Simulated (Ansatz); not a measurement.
# Cobalt, omega (AlB2-type) under r²SCAN: structure, energy and stiffness, part 1 of 2

The plan for cobalt in the omega (AlB2-type) structure: relax it, solve it on a dense k-mesh, then scale the cell to 7 volumes from 88 to 112 % of the relaxed one and try a fit of the equation of state. The start is ferromagnetic. The k-meshes are 9×9×13 for the relaxation; 12×12×17 for the dense run; 10×10×15 for the volumes.

Program: Ansatz 0.2.0. Level of theory: DFT r2SCAN, plane waves (500 eV) with PAW, scalar-relativistic; the PAW data stem from PBE, with regenerated cores. These are calculated values, not measurements.

### Step 1. The system as given

The structure is hexagonal, space group P6/mmm (No. 191). The conventional cell has a = 3.970 Å, b = 3.970 Å, c = 2.434 Å, α = 90.00°, β = 90.00°, γ = 120.00°. Co (site symmetry 6/mmm) is surrounded by 14 Co at 2.43 to 2.60 Å. Around Co (site symmetry -6m2) lie 11 Co at 2.29 to 2.60 Å.

Coordinates:

```cif
data_structure
_symmetry_space_group_name_H-M 'P6/mmm'
_symmetry_Int_Tables_number 191
_cell_length_a 3.9701
_cell_length_b 3.9701
_cell_length_c 2.4337
_cell_angle_alpha 90.000
_cell_angle_beta 90.000
_cell_angle_gamma 120.000
_cell_volume 33.22
loop_
_atom_site_label
_atom_site_type_symbol
_atom_site_symmetry_multiplicity
_atom_site_Wyckoff_symbol
_atom_site_fract_x
_atom_site_fract_y
_atom_site_fract_z
_atom_site_occupancy
Co1 Co 1 a 0.00000 0.00000 0.00000 1
Co2 Co 2 d 0.33333 0.66667 0.50000 1
```

The atoms start with moments of +1.7 ×3 μB.

### Step 2. Relaxation of the cell

File input.yaml:

```yaml
crystal:
  lattice:
    - [3.9701439143, 0.0, 0.0]
    - [-1.9850719572, 3.4382454865, 0.0]
    - [0.0, 0.0, 2.4336982195]
  atoms:
    - { symbol: Co, position: [0.0, 0.0, 0.0], spin: 1.7 }
    - { symbol: Co, position: [0.3333333333, 0.6666666667, 0.5], spin: 1.7 }
    - { symbol: Co, position: [0.6666666667, 0.3333333333, 0.5], spin: 1.7 }
hamiltonian:
  xc: r2scan
  pseudopotentials:
    kind: paw
    azcp:
      Co: "pseudopotentials/Co.paw.azcp"
basis:
  ecutwfc: 500
  fft_grid_basis: typed
kpoints:
  mp_grid: { grid: [9, 9, 13], shift: [0, 0, 0] }
magnetization:
  spin_polarized: true
scf:
  occupations: { method: fermi_dirac, width: 0.05 }
relax:
  max_steps: 60
  f_tol: 0.01
  cell: {}
```

On the command line:

```bash
ansatz run input.yaml --threads 1 --pin off --max-ram 3584MiB --backend cpu --events-out ev --progress --plain --runs-dir out
```

The log of the run:

```text
Engine: ansatz 0.2.0, x86_64-unknown-linux-gnu
Pseudopotentials: kind: paw
Pseudopotential: Co, paw, valence charge 17, recommended cutoff 500 eV (meta_gga), <dir>
Functional definition: r2SCAN
  parameter k0 = 0.174
  parameter k1 = 0.065
  parameter a1 = 4.9479
  exchange = r2scan_x(k0 = k0, k1 = k1, a1 = a1)
  correlation = r2scan_c
Crystal: 3 atoms, lattice volume = 33.221 Å³
Basis set: ecut = 500 eV, 903 PW (Γ), exchange–correlation on 120×120×72 points (64 copies of the dense FFT grid, shifted against one another)
Bands: 34, of which v1, the nominal top of the filled ones, is band 26 counted from 1 (25 counted from 0)
Symmetry: 24 space group operations
Space group: P6/mmm (ITA 191), of the structure as read, at distance tolerance 3.2e-5 Å
Magnetic group: BNS 191.233 (UNI 1463), of the structure as read, at distance tolerance 3.2e-5 Å
k-points: 84 of 1053
Non-local potential: Co, projectors of the file, l = 0: 3, l = 1: 2, l = 2: 3, l = 3: 1
PAW form: soft (Blöchl's): semilocal exchange-correlation on the pseudo side does not see the compensation charge
PAW frozen core: Co, regenerated for the run's functional (the file was generated under x = pbe(κ = 0.804, μ = 0.2195149727645171), c = pbe(β = 0.06672455060314922))
PAW one-centre angular grid: Co, 590 points (default); XC on 160 Gauss nodes
Initial density: superposition of atomic densities (chi_scale 0.1, normalization cell)
Starting moments: Σ|m| = 5.1 μB on 3 of 3 sites
Initial wavefunctions: pseudopotential atomic-orbital guess
Functional: x = r2scan, c = r2scan; τ floored in thin density (d = 2e-4 eV/Å³)
SCF iter   1: F=—  HF=-15392.455992 eV  |F-HF|=—  |Δ(HF+E_count)|=         —  Δρ=1.14e-1 (↑1.14e-2 ↓1.14e-1)  dr2=2.31e0  dr2_τ=2.73e-2  dr2_m=1.09e0  M=5.356 μB ∫|m|=5.597 μB  β_m=1.00  ethr=3.10e-3  ⟨swp⟩=5.6  Hψ=19716  notcnv=0
Mixer restart at iter 1: flushing history
preconditioner: auto → none  [metal: Δε(μ)=0.003 eV  Ē_g=8.728 eV  σ=0.050 eV  W_gap=0.01  n_scr=8 (ndim 8)  ℏωp=33.5 eV  f_vac=0.000  D(μ)=2.64/eV (n_scr^D=32)  sad-step TF]
SCF iter   2: F=—  HF=-15392.150826 eV  |F-HF|=—  |Δ(HF+E_count)|=   3.05e-1  Δρ=2.73e-2 (↑1.22e-2 ↓2.73e-2)  dr2=1.49e-1  dr2_τ=2.16e-2  dr2_m=8.96e-2  M=5.391 μB ∫|m|=5.926 μB  β_m=1.00  ethr=3.10e-3  ⟨swp⟩=2.2  Hψ=9445  notcnv=0  defer=249  κ⁻¹=1.0e0(r=1)
SCF iter   3: F=—  HF=-15393.116722 eV  |F-HF|=—  |Δ(HF+E_count)|=         —  Δρ=6.14e-2 (↑2.78e-2 ↓6.14e-2)  dr2=3.73e-1  dr2_τ=4.70e-3  dr2_m=5.66e-1  M=6.174 μB ∫|m|=6.848 μB  β_m=1.00  ethr=2.92e-4  ⟨swp⟩=2.4  Hψ=9394  notcnv=0  defer=250
Mixer restart at iter 3: flushing history
SCF iter   4: F=—  HF=-15395.092220 eV  |F-HF|=—  |Δ(HF+E_count)|=    1.98e0  Δρ=1.04e-1 (↑5.86e-2 ↓1.04e-1)  dr2=4.83e0  dr2_τ=1.37e-2  dr2_m=1.96e-1  M=5.477 μB ∫|m|=6.349 μB  β_m=1.00  ethr=9.80e-5  ⟨swp⟩=3.5  Hψ=15099  notcnv=0  defer=306
SCF iter   5: F=—  HF=-15394.277850 eV  |F-HF|=—  |Δ(HF+E_count)|=   8.14e-1  Δρ=7.80e-3 (↑7.32e-3 ↓7.80e-3)  dr2=1.66e-2  dr2_τ=2.44e-2  dr2_m=1.93e-3  M=5.568 μB ∫|m|=6.426 μB  β_m=1.00  ethr=9.80e-5  ⟨swp⟩=3.3  Hψ=15894  notcnv=0  defer=296  κ⁻¹=1.0e0(r=1)
SCF iter   6: F=—  HF=-15394.303015 eV  |F-HF|=—  |Δ(HF+E_count)|=   2.52e-2  Δρ=6.36e-3 (↑4.61e-3 ↓6.36e-3)  dr2=3.18e-2  dr2_τ=2.85e-4  dr2_m=5.01e-4  M=5.530 μB ∫|m|=6.409 μB  β_m=1.00  ethr=3.26e-5  ⟨swp⟩=2.3  Hψ=12324  notcnv=0  defer=247  κ⁻¹=5.1e-3(r=2)
SCF iter   7: F=—  HF=-15394.333958 eV  |F-HF|=—  |Δ(HF+E_count)|=   3.09e-2  Δρ=4.85e-3 (↑2.70e-3 ↓4.85e-3)  dr2=1.37e-2  dr2_τ=1.28e-4  dr2_m=7.60e-4  M=5.501 μB ∫|m|=6.387 μB  β_m=1.00  ethr=3.26e-5  ⟨swp⟩=2.1  Hψ=7380  notcnv=0  defer=247  κ⁻¹=3.2e-4(r=3)
SCF iter   8: F=—  HF=-15394.357155 eV  |F-HF|=—  |Δ(HF+E_count)|=   2.32e-2  Δρ=3.01e-3 (↑1.51e-3 ↓3.01e-3)  dr2=4.13e-3  dr2_τ=4.26e-5  dr2_m=4.21e-4  M=5.468 μB ∫|m|=6.355 μB  β_m=1.00  ethr=2.69e-5  ⟨swp⟩=2.0  Hψ=7208  notcnv=0  defer=247  κ⁻¹=2.7e-4(r=4)
SCF iter   9: F=—  HF=-15394.369339 eV  |F-HF|=—  |Δ(HF+E_count)|=   1.22e-2  Δρ=1.20e-3 (↑7.32e-4 ↓1.20e-3)  dr2=2.66e-4  dr2_τ=6.39e-6  dr2_m=1.36e-4  M=5.432 μB ∫|m|=6.321 μB  β_m=1.00  ethr=8.11e-6  ⟨swp⟩=2.2  Hψ=9293  notcnv=0  defer=247  κ⁻¹=2.4e-5(r=5)
SCF iter  10: F=—  HF=-15394.371753 eV  |F-HF|=—  |Δ(HF+E_count)|=   2.41e-3  Δρ=4.95e-4 (↑4.56e-4 ↓4.95e-4)  dr2=5.09e-5  dr2_τ=1.21e-6  dr2_m=1.79e-5  M=5.410 μB ∫|m|=6.296 μB  β_m=1.00  ethr=5.22e-7  ⟨swp⟩=2.0  Hψ=9755  notcnv=0  defer=247  κ⁻¹=7.4e-7(r=6)
SCF iter  11: F=—  HF=-15394.372100 eV  |F-HF|=—  |Δ(HF+E_count)|=   3.47e-4  Δρ=2.16e-4 (↑1.64e-4 ↓2.16e-4)  dr2=6.43e-6  dr2_τ=2.12e-7  dr2_m=3.51e-6  M=5.399 μB ∫|m|=6.284 μB  β_m=1.00  ethr=9.97e-8  ⟨swp⟩=2.0  Hψ=9942  notcnv=0  defer=247  κ⁻¹=3.4e-7(r=7)
SCF iter  12: F=—  HF=-15394.372150 eV  |F-HF|=—  |Δ(HF+E_count)|=   5.02e-5  Δρ=8.48e-5 (↑8.48e-5 ↓7.33e-5)  dr2=2.37e-6  dr2_τ=7.84e-8  dr2_m=1.49e-7  M=5.395 μB ∫|m|=6.281 μB  β_m=1.00  ethr=1.26e-8  ⟨swp⟩=2.0  Hψ=10075  notcnv=0  defer=247  κ⁻¹=1.1e-7(r=8)
SCF iter  13: F=—  HF=-15394.372154 eV  |F-HF|=—  |Δ(HF+E_count)|=   3.72e-6  Δρ=6.34e-5 (↑6.34e-5 ↓4.79e-5)  dr2=9.69e-7  dr2_τ=2.49e-8  dr2_m=2.91e-7  M=5.394 μB ∫|m|=6.280 μB  β_m=1.00  ethr=4.65e-9  ⟨swp⟩=2.0  Hψ=9363  notcnv=0  defer=247  κ⁻¹=2.4e-6(r=8)
SCF iter  14: F=—  HF=-15394.372165 eV  |F-HF|=—  |Δ(HF+E_count)|=   1.12e-5  Δρ=1.61e-5 (↑1.30e-5 ↓1.61e-5)  dr2=6.70e-8  dr2_τ=3.68e-9  dr2_m=7.94e-9  M=5.396 μB ∫|m|=6.282 μB  β_m=1.00  ethr=1.90e-9  ⟨swp⟩=2.0  Hψ=9874  notcnv=0  defer=247  κ⁻¹=7.0e-6(r=8)
SCF iter  15: F=—  HF=-15394.372166 eV  |F-HF|=—  |Δ(HF+E_count)|=   7.91e-7  Δρ=1.04e-5 (↑8.77e-6 ↓1.04e-5)  dr2=2.24e-8  dr2_τ=1.18e-9  dr2_m=6.46e-9  M=5.396 μB ∫|m|=6.282 μB  β_m=1.00  ethr=1.31e-10  ⟨swp⟩=2.0  Hψ=10032  notcnv=0  defer=247  κ⁻¹=7.0e-7(r=8)
SCF iter  16: F=—  HF=-15394.372166 eV  |F-HF|=—  |Δ(HF+E_count)|=   2.09e-7  Δρ=5.49e-6 (↑5.29e-6 ↓5.49e-6)  dr2=8.12e-9  dr2_τ=2.81e-10  dr2_m=3.67e-9  M=5.396 μB ∫|m|=6.283 μB  β_m=1.00  ethr=4.39e-11  ⟨swp⟩=2.0  Hψ=10070  notcnv=0  defer=247  κ⁻¹=3.5e-7(r=8)
SCF iter  17: F=-15394.372166 eV  HF=-15394.372166 eV  |F-HF|=1.94e-8  |Δ(HF+E_count)|=   3.48e-8  Δρ=8.83e-6 (↑1.71e-6 ↓8.83e-6)  dr2=2.53e-8  dr2_τ=1.45e-10  dr2_m=5.13e-9  M=5.396 μB ∫|m|=6.282 μB  ethr=1.59e-11  ⟨swp⟩=1.9  Hψ=17312  notcnv=0
SCF 1 converged in 17 iterations: F = -15394.372166 eV  dr2 = 2.53e-8
relax step   1: F+E_penalty+E_count = -15394.37216623 eV  Δ(F+E_penalty+E_count) = +0.000e0 eV  max|allowed force component| = 6.168e-17 eV/Å  Δτ_max = 0.0000 Å  P = -5.029 GPa  Ω = 33.221 Å³  (17 SCF iters, dr2 threshold 1.00e-7 eV, accepted)
[... 23 lines left out ...]
relax step   2: F+E_penalty+E_count = -15394.38319761 eV  Δ(F+E_penalty+E_count) = -1.103e-2 eV  max|allowed force component| = 7.710e-18 eV/Å  Δτ_max = 0.0000 Å  P = -2.394 GPa  Ω = 32.768 Å³  energy of the carried Pulay correction = +4.373e-4 eV  (15 SCF iters, dr2 threshold 3.00e-7 eV, accepted)
[... 18 lines left out ...]
relax step   3: F+E_penalty+E_count = -15394.38651525 eV  Δ(F+E_penalty+E_count) = -3.318e-3 eV  max|allowed force component| = 7.401e-17 eV/Å  Δτ_max = 0.0000 Å  P = +0.082 GPa  Ω = 32.369 Å³  energy of the carried Pulay correction = +8.294e-4 eV  (14 SCF iters, dr2 threshold 3.00e-7 eV, accepted)
[... 13 lines left out ...]
relax step   4: F+E_penalty+E_count = -15394.38650607 eV  Δ(F+E_penalty+E_count) = +9.183e-6 eV  max|allowed force component| = 4.934e-17 eV/Å  Δτ_max = 0.0000 Å  P = -0.003 GPa  Ω = 32.382 Å³  energy of the carried Pulay correction = +8.165e-4 eV  (9 SCF iters, dr2 threshold 2.88e-8 eV, accepted)
[... 20 lines left out ...]
relax step   5: F+E_penalty+E_count = -15394.38576639 eV  Δ(F+E_penalty+E_count) = +7.397e-4 eV  max|allowed force component| = 9.252e-17 eV/Å  Δτ_max = 0.0000 Å  P = -0.030 GPa  Ω = 32.382 Å³  stress off target by 3.42e-2 GPa  SCF on the basis re-selected at this cell (its energy is not comparable with the rows above)  (16 SCF iters)
basis re-selected at this cell: Δ(F+E_penalty+E_count) = +7.397e-4 eV, ΔP = -0.028 GPa vs the last step (what re-selecting the basis moved, of the pressure what is left beyond the Pulay correction that the steps carried, after the strain that the cell walked since its last selection, with what the two solves' SCF thresholds leave and, on support functions, any second-order correction that the steps lacked; it is no measure of the basis error at this ecutwfc). This SCF's stress stands 3.42e-2 GPa from its target on what of the cell is left free (relax.cell.stress_tol is 5.00e-2 GPa) and its largest allowed force component is 9.25e-17 eV/Å (relax.f_tol is 1.00e-2 eV/Å): within both
SCF converged after 16 iterations
Stability not checked: this state was not tested for a lower state beside it, because the mixer in use, unlike msr1, does not test its closes by its own steps (another_mixer; see scf.mixing.algorithm and scf.lower_state_search)
Magnetization: 5.2969 μB (28.1484 up, 22.8516 down)
Absolute magnetization: 6.1730 μB (∫|ρ↑−ρ↓|, with the PAW one-centre terms)
Spin contamination: 0.1901 ħ² per cell (⟨S²⟩ above its minimum at these occupations)
Per-site moments (μB) at R_I (Å): [(1.8498442997416167, 0.9940843910571445), (1.9289241482473751, 0.938096764841792), (1.9289241482473758, 0.938096764841792)]
Free energy (F): -15394.385766 eV
Harris-Foulkes:  -15394.385766 eV  (|F-HF|=1.46e-11)
Internal energy: -15394.366360 eV  (E = F + TS)
E sigma→0 (E₀):  -15394.376063 eV
Entropy (-TS):   -0.019406 eV (-6.469 meV/atom)
Fermi energy:    18.958156 eV
--- Per-component energies (eV) ---
  E_band       = -801.436992
  E_kinetic    = 1363.269785
  E_local      = -8508.919795  (includes V_loc(G=0)·N_el)
  E_nonlocal   = 1370.174082
  E_hartree    = 3572.176564
  E_xc         = -473.036554
  E_vxc        = -690.030465  (∫ρ·V_xc dr)
  E_paw        = -4572.734028  (= ΣΔE_a)
  E_vpaw       = -1524.464958  (= ΣTr[D̂ρ^β])
  E_aug_tail   = 0.000106  (compensation charges beyond the density's cutoff)
  E_vtau       = 44.181059  (kinetic-family band-sum trace: ∫τ·v_τ [+ j·A + Jᵃ·Aᵃ] dr)
  E_ewald      = -8144.410902
  E_core_change = -0.885619  (= ΣΔE_core)
  E_smearing   = -0.019406  (= −TS)
  E_closure    = -0.000000  (closes the sum)
  Σ components = -15394.385766   (vs F -15394.385766, Δ=0.00e0)
--- Forces (eV/Å), atoms counted from 1 ---
  atom   1  Co     0.00000000     0.00000000     0.00000000
  atom   2  Co     0.00000000     0.00000000     0.00000000
  atom   3  Co    -0.00000000    -0.00000000    -0.00000000
  max |Σ_I F_I| component: 1.39e-17 eV/Å
--- Stress (GPa, compression-positive) ---
       -0.034157      -0.000000      -0.000000
       -0.000000      -0.034157      -0.000000
        0.000000      -0.000000      -0.023141
  P = ⅓ Tr σ = -0.0305 GPa (-0.305 kbar)
--- Relaxed structure (4 steps of the walk, 4 accepted, 1 SCFs on fresh bases) ---
  F+E_penalty+E_count = -15394.38576639 eV   max|allowed force component| = 9.252e-17 eV/Å   (the final SCF, on the basis selected at the relaxed cell)
  cell:  # Å, volume = 32.3816 Å³
    - [3.938984870598733, 2.8640922363231108e-11, 0.0]
    - [-1.9694924353241705, 3.411260963046742, 0.0]
    - [0.0, 0.0, 2.4099015540779263]
  atoms:
    - { symbol: Co, position: [1.4406438684350208e-34, 1.0794538991436197e-35, 0.0] }
    - { symbol: Co, position: [0.33333333333333326, 0.6666666666666665, 0.49999999999999994] }
    - { symbol: Co, position: [0.6666666666666666, 0.33333333333333326, 0.49999999999999994] }
```

Wall time 4.8 min (1 thread of Intel Xeon Platinum 8259CL at 2.50GHz (Skylake/Cascade Lake), shared host); peak memory 0.65 GiB.

Step by step:

```
step  energy change (meV/atom)  largest force (eV/Å)  pressure (GPa)  volume (Å³/atom)
   1                      0.00                0.0000           -5.03            11.074
   2                     -3.68                0.0000           -2.39            10.923
   3                     -4.78                0.0000            0.08            10.790
   4                     -4.78                0.0000            0.00            10.794
   5                     -4.53                0.0000           -0.03            10.794
```

Steps that repeat a cell are solved on a basis chosen anew, so their changes of energy are no gain of the relaxation.

The cell of the run, before and after:

|  | before | after | change |
| --- | --- | --- | --- |
| a (Å) | 3.970 | 3.939 | -0.8 % |
| b (Å) | 3.970 | 3.939 | -0.8 % |
| c (Å) | 2.434 | 2.410 | -1.0 % |
| volume (Å³/atom) | 11.074 | 10.794 | -2.5 % |
| shortest distance (Å) | 2.292 | 2.274 | -0.8 % |
| space group (spins left aside) | P6/mmm | P6/mmm | same |

### Step 3. Single point on a dense mesh

File input.yaml:

```yaml
crystal:
  lattice:
    - [3.9389848706, 0.0, 0.0]
    - [-1.9694924353, 3.411260963, 0.0]
    - [0.0, 0.0, 2.4099015541]
  atoms:
    - { symbol: Co, position: [0.0, 0.0, 0.0], spin: 1.85 }
    - { symbol: Co, position: [0.3333333333, 0.6666666667, 0.5], spin: 1.929 }
    - { symbol: Co, position: [0.6666666667, 0.3333333333, 0.5], spin: 1.929 }
hamiltonian:
  xc: r2scan
  pseudopotentials:
    kind: paw
    azcp:
      Co: "pseudopotentials/Co.paw.azcp"
basis:
  ecutwfc: 500
  fft_grid_basis: typed
kpoints:
  mp_grid: { grid: [12, 12, 17], shift: [0, 0, 0] }
magnetization:
  spin_polarized: true
scf:
  occupations: { method: fermi_dirac, width: 0.05 }
```

On the command line:

```bash
ansatz run input.yaml --threads 1 --pin off --max-ram 3584MiB --backend cpu --events-out ev --progress --plain --runs-dir out
```

The log of the run (excerpt; [...] marks lines left out):

```text
[...]
[... 3 set-up lines as earlier in the session ...]
[...]
Crystal: 3 atoms, lattice volume = 32.382 Å³
Basis set: ecut = 500 eV, 795 PW (Γ), exchange–correlation on 120×120×72 points (64 copies of the dense FFT grid, shifted against one another)
[...]
Magnetization: 5.2990 μB (28.1495 up, 22.8505 down)
Absolute magnetization: 6.1699 μB (∫|ρ↑−ρ↓|, with the PAW one-centre terms)
Spin contamination: 0.1868 ħ² per cell (⟨S²⟩ above its minimum at these occupations)
Per-site moments (μB) at R_I (Å): [(1.846912810007084, 0.99408439106625), (1.9302564616291666, 0.938096764833547), (1.9302564616291666, 0.938096764833547)]
Free energy (F): -15394.389121 eV
[...]
E sigma→0 (E₀):  -15394.379693 eV
Entropy (-TS):   -0.018856 eV (-6.285 meV/atom)
Fermi energy:    18.951724 eV
[...]
```

Wall time 2.1 min (1 thread of Intel Xeon Platinum 8259CL at 2.50GHz (Skylake/Cascade Lake), shared host); peak memory 0.82 GiB.

### Step 4. The cell scaled to 88 % of its volume

File input.yaml:

```yaml
crystal:
  lattice:
    - [3.7746660651, 0.0, 0.0]
    - [-1.8873330326, 3.2689567032, 0.0]
    - [0.0, 0.0, 2.309370032]
  atoms:
    - { symbol: Co, position: [0.0, 0.0, 0.0], spin: 1.847 }
    - { symbol: Co, position: [0.3333333333, 0.6666666667, 0.5], spin: 1.93 }
    - { symbol: Co, position: [0.6666666667, 0.3333333333, 0.5], spin: 1.93 }
hamiltonian:
  xc: r2scan
  pseudopotentials:
    kind: paw
    azcp:
      Co: "pseudopotentials/Co.paw.azcp"
basis:
  ecutwfc: 500
  fft_grid_basis: typed
kpoints:
  mp_grid: { grid: [10, 10, 15], shift: [0, 0, 0] }
magnetization:
  spin_polarized: true
scf:
  occupations: { method: fermi_dirac, width: 0.05 }
  lower_state_search: "off"
output:
  stress: true
```

On the command line:

```bash
ansatz run input.yaml --threads 1 --pin off --max-ram 3584MiB --backend cpu --events-out ev --progress --plain --runs-dir out
```

The log of the run (excerpt; [...] marks lines left out):

```text
[...]
[... 3 set-up lines as earlier in the session ...]
[...]
Crystal: 3 atoms, lattice volume = 28.496 Å³
Basis set: ecut = 500 eV, 705 PW (Γ), exchange–correlation on 120×120×72 points (64 copies of the dense FFT grid, shifted against one another)
[...]
Per-site moments (μB) at R_I (Å): [(1.7261470737993834, 0.9526151382), (1.8300117448261637, 0.8989630933772013), (1.8300117448261637, 0.8989630933772013)]
Free energy (F): -15393.978815 eV
[...]
E sigma→0 (E₀):  -15393.972533 eV
Entropy (-TS):   -0.012565 eV (-4.188 meV/atom)
Fermi energy:    22.007034 eV
[...]
--- Stress (GPa, compression-positive) ---
       38.515447       0.000000       0.000000
        0.000000      38.515447      -0.000000
       -0.000000      -0.000000      38.201508
  P = ⅓ Tr σ = 38.4108 GPa (384.108 kbar)
```

Wall time 76 s (1 thread of Intel Xeon Platinum 8259CL at 2.50GHz (Skylake/Cascade Lake), shared host); peak memory 0.66 GiB.

### Step 5. The cell scaled to 92 % of its volume

Edit input.yaml of step 4 so:

```diff
@@ -2,5 +2,5 @@
   lattice:
-    - [3.7746660651, 0.0, 0.0]
-    - [-1.8873330326, 3.2689567032, 0.0]
-    - [0.0, 0.0, 2.309370032]
+    - [3.8310126718, 0.0, 0.0]
+    - [-1.9155063359, 3.317754296, 0.0]
+    - [0.0, 0.0, 2.3438433238]
   atoms:
```

On the command line:

```bash
ansatz run input.yaml --threads 1 --pin off --max-ram 3584MiB --backend cpu --events-out ev --progress --plain --runs-dir out
```

The log of the run (excerpt; [...] marks lines left out):

```text
[...]
[... 3 set-up lines as earlier in the session ...]
[...]
Crystal: 3 atoms, lattice volume = 29.791 Å³
Basis set: ecut = 500 eV, 747 PW (Γ), exchange–correlation on 120×120×72 points (64 copies of the dense FFT grid, shifted against one another)
[...]
Per-site moments (μB) at R_I (Å): [(1.764596050291349, 0.9668353710674998), (1.865010622334239, 0.912382431399848), (1.8650106223342389, 0.912382431399848)]
Free energy (F): -15394.222724 eV
[...]
E sigma→0 (E₀):  -15394.216100 eV
Entropy (-TS):   -0.013249 eV (-4.416 meV/atom)
Fermi energy:    20.896690 eV
[...]
--- Stress (GPa, compression-positive) ---
       22.565381       0.000000      -0.000000
       -0.000000      22.565381      -0.000000
       -0.000000      -0.000000      22.330013
  P = ⅓ Tr σ = 22.4869 GPa (224.869 kbar)
```

Wall time 90 s (1 thread of Intel Xeon Platinum 8259CL at 2.50GHz (Skylake/Cascade Lake), shared host); peak memory 0.67 GiB.

### Step 6. The cell scaled to 96 % of its volume

Edit input.yaml of step 5 so:

```diff
@@ -2,5 +2,5 @@
   lattice:
-    - [3.8310126718, 0.0, 0.0]
-    - [-1.9155063359, 3.317754296, 0.0]
-    - [0.0, 0.0, 2.3438433238]
+    - [3.8857488194, 0.0, 0.0]
+    - [-1.9428744097, 3.3651571903, 0.0]
+    - [0.0, 0.0, 2.3773313242]
   atoms:
```

On the command line:

```bash
ansatz run input.yaml --threads 1 --pin off --max-ram 3584MiB --backend cpu --events-out ev --progress --plain --runs-dir out
```

The log of the run (excerpt; [...] marks lines left out):

```text
[...]
[... 3 set-up lines as earlier in the session ...]
[...]
Crystal: 3 atoms, lattice volume = 31.086 Å³
Basis set: ecut = 500 eV, 783 PW (Γ), exchange–correlation on 120×120×72 points (64 copies of the dense FFT grid, shifted against one another)
[...]
Per-site moments (μB) at R_I (Å): [(1.7982348399571875, 0.9806491712325), (1.8951292943839213, 0.9254182273360462), (1.8951292943839222, 0.9254182273360462)]
Free energy (F): -15394.351077 eV
[...]
E sigma→0 (E₀):  -15394.343259 eV
Entropy (-TS):   -0.015637 eV (-5.212 meV/atom)
Fermi energy:    19.884766 eV
[...]
--- Stress (GPa, compression-positive) ---
        9.892703       0.000000       0.000000
        0.000000       9.892703       0.000000
        0.000000       0.000000       9.603893
  P = ⅓ Tr σ = 9.7964 GPa (97.964 kbar)
```

It took 99 s on 1 thread of Intel Xeon Platinum 8259CL at 2.50GHz (Skylake/Cascade Lake), shared host; peak memory 0.68 GiB.

(Continued in part 2 of 2.)
